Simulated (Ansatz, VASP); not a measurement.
**Si2N: VASP beside Ansatz**

```xyz
3
Lattice="3.8929 0.0000 0.0000 -1.9465 3.3714 0.0000 0.0000 0.0000 3.0360" Properties=species:S:1:pos:R:3 pbc="T T T"
Si    0.0000    2.2476    1.5180
Si    1.9465    1.1238    1.5180
N     0.0000    0.0000    0.0000
```

Change from the starting cell: species swapped into the PrCd2 type (P6/mmm, No. 191).

Alike in both runs: functional PBE; k mesh 12 × 12 × 16; occupations gaussian, width 0.1 eV; no spin polarisation.

Ansatz relaxed the structure, and its values are those at the end. VASP's run is a single point on that final structure, the one shown.

```csv
,VASP,Ansatz
version,VASP 6.6.1,Ansatz 0.2.0
potentials or method,"VASP PAW PBE potentials, release 64 (Si, N)","scalar-relativistic, plane waves, PAW"
plane-wave cutoff (eV),520,420
valence electrons in the cell,13,13
```

|  | VASP | Ansatz | Ansatz less VASP |
| --- | --- | --- | --- |
| gap on the k mesh at the Fermi level (eV) | none | none | - |
| pressure (GPa) | -0.2 | 0.0 | +0.14 |

A gap of «none» marks a metal or a gap that the smearing closes.
